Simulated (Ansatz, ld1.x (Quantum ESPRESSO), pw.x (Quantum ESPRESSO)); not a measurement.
## pw.x on fcc Co: one setting changed

Potential: PAW, ld1.x (Quantum ESPRESSO) 7.5, PBE; core [Ne], reference 3s2 3p6 3d7 4s2 4p0; waves: 3s (bound): rcut 1.05, rcutus 1.10 bohr; 4s (bound): rcut 1.05, rcutus 1.10 bohr; 3p (bound): rcut 1.15, rcutus 1.25 bohr; 4p (bound, empty): rcut 1.15, rcutus 1.25 bohr; 3d (bound): rcut 1.28, rcutus 1.36 bohr; 3d channel at 2.1 Ry: rcut 1.28, rcutus 1.36 bohr; local part: all-electron potential smoothed inside 1.45 bohr (lloc = -1); core correction: Bessel-smoothed model core inside 0.55 bohr; augmentation: PSQ, inside the norm-conserving radii.

The reference run (k-mesh 16³, cutoffs 170/900 Ry, Fermi–Dirac 0.01 Ry, mixing_beta 0.4, conv_thr 1e-9, no spin) gives -0.35 GPa at 10.382 Å³/atom, where all-electron LAPW gives -0.50 GPa. This run, with its own iteration cap, changes nspin = 2 with starting_magnetization to 0.2.

```
&control
  calculation='scf', prefix='x', pseudo_dir='./', outdir='./tmp', tstress=.true., disk_io='none'
/
&system
  ibrav=0, nat=1, ntyp=1, ecutwfc=170, ecutrho=900, nbnd=17,
  occupations='smearing', smearing='fd', degauss=0.01, nspin=2, starting_magnetization(1)=0.2
/
&electrons
  conv_thr=1e-09, mixing_beta=0.4, electron_maxstep=60
/
ATOMIC_SPECIES
Co 1.0 Co.UPF
CELL_PARAMETERS angstrom
  0.00000000 1.73147813 1.73147813
  1.73147813 0.00000000 1.73147813
  1.73147813 1.73147813 0.00000000
ATOMIC_POSITIONS crystal
Co 0.0000 0.0000 0.0000
K_POINTS automatic
16 16 16 0 0 0
```

```bash
pw.x < Co.scf.in > Co.scf.out
```

Question: How does the run end?

Answer: It converges in 11 iterations; the free energy moves by -128.7 meV/atom and the pressure by +12.28 GPa.

```
Message from routine setup:
     using ibrav=0 with symmetry is DISCOURAGED, use correct ibrav instead
     lattice parameter (alat)  =       4.6273  a.u.
     unit-cell volume          =      70.0612 (a.u.)^3
     number of electrons       =        17.00
     number of Kohn-Sham states=           17
     kinetic-energy cutoff     =     170.0000  Ry
     charge density cutoff     =     900.0000  Ry
     scf convergence threshold =      1.0E-09
     Exchange-correlation= SLA  PW   PBX  PBC
     atomic species   magnetization
     number of k points=   145  Fermi-Dirac smearing, width (Ry)=  0.0100
     iteration #  1     ecut=   170.00 Ry     beta= 0.40
     total energy              =    -376.69688817 Ry
     estimated scf accuracy    <       0.06459961 Ry
     total magnetization       =     1.95 Bohr mag/cell
     absolute magnetization    =     2.01 Bohr mag/cell
     iteration #  2     ecut=   170.00 Ry     beta= 0.40
     total energy              =    -376.71190541 Ry
     estimated scf accuracy    <       0.02955159 Ry
     total magnetization       =     1.81 Bohr mag/cell
     absolute magnetization    =     1.91 Bohr mag/cell
     iteration #  3     ecut=   170.00 Ry     beta= 0.40
     total energy              =    -376.72161343 Ry
     estimated scf accuracy    <       0.01208467 Ry
     total magnetization       =     1.78 Bohr mag/cell
     absolute magnetization    =     1.89 Bohr mag/cell
     iteration #  4     ecut=   170.00 Ry     beta= 0.40
     total energy              =    -376.72394948 Ry
     estimated scf accuracy    <       0.00030160 Ry
     total magnetization       =     1.61 Bohr mag/cell
     absolute magnetization    =     1.76 Bohr mag/cell
     iteration #  5     ecut=   170.00 Ry     beta= 0.40
     total energy              =    -376.72408882 Ry
     estimated scf accuracy    <       0.00013868 Ry
     total magnetization       =     1.59 Bohr mag/cell
     absolute magnetization    =     1.74 Bohr mag/cell
     iteration #  6     ecut=   170.00 Ry     beta= 0.40
     total energy              =    -376.72412707 Ry
     estimated scf accuracy    <       0.00000491 Ry
     total magnetization       =     1.58 Bohr mag/cell
     absolute magnetization    =     1.72 Bohr mag/cell
     iteration #  7     ecut=   170.00 Ry     beta= 0.40
     total energy              =    -376.72413100 Ry
     estimated scf accuracy    <       0.00000136 Ry
     total magnetization       =     1.59 Bohr mag/cell
     absolute magnetization    =     1.72 Bohr mag/cell
     iteration #  8     ecut=   170.00 Ry     beta= 0.40
     total energy              =    -376.72413217 Ry
     estimated scf accuracy    <       0.00000013 Ry
     total magnetization       =     1.59 Bohr mag/cell
     absolute magnetization    =     1.72 Bohr mag/cell
     iteration #  9     ecut=   170.00 Ry     beta= 0.40
     total energy              =    -376.72413223 Ry
     estimated scf accuracy    <       0.00000011 Ry
     total magnetization       =     1.59 Bohr mag/cell
     absolute magnetization    =     1.72 Bohr mag/cell
     iteration # 10     ecut=   170.00 Ry     beta= 0.40
     total energy              =    -376.72413226 Ry
     estimated scf accuracy    <          3.3E-09 Ry
     total magnetization       =     1.59 Bohr mag/cell
     absolute magnetization    =     1.72 Bohr mag/cell
     iteration # 11     ecut=   170.00 Ry     beta= 0.40
     the Fermi energy is    19.5737 ev
!    total energy              =    -376.72413226 Ry
     estimated scf accuracy    <          5.7E-10 Ry
     smearing contrib. (-TS)   =      -0.00505710 Ry
     The total energy is F=E-TS. E is the sum of the following terms:
     one-electron contribution =    -136.44919290 Ry
     hartree contribution      =      85.65452706 Ry
     xc contribution           =     -42.38237861 Ry
     ewald contribution        =    -202.47818771 Ry
     one-center paw contrib.   =     -81.06384300 Ry
     total magnetization       =     1.59 Bohr mag/cell
     absolute magnetization    =     1.72 Bohr mag/cell
     convergence has been achieved in  11 iterations
          total   stress  (Ry/bohr**3)                   (kbar)     P=      119.28
     Message from routine punch:
     Nothing written, as per user request (disk_io='none')
```

The run took about 3.8 min on one core of a shared host (Neoverse-V1, 32 threads, 247 GiB, load 10).
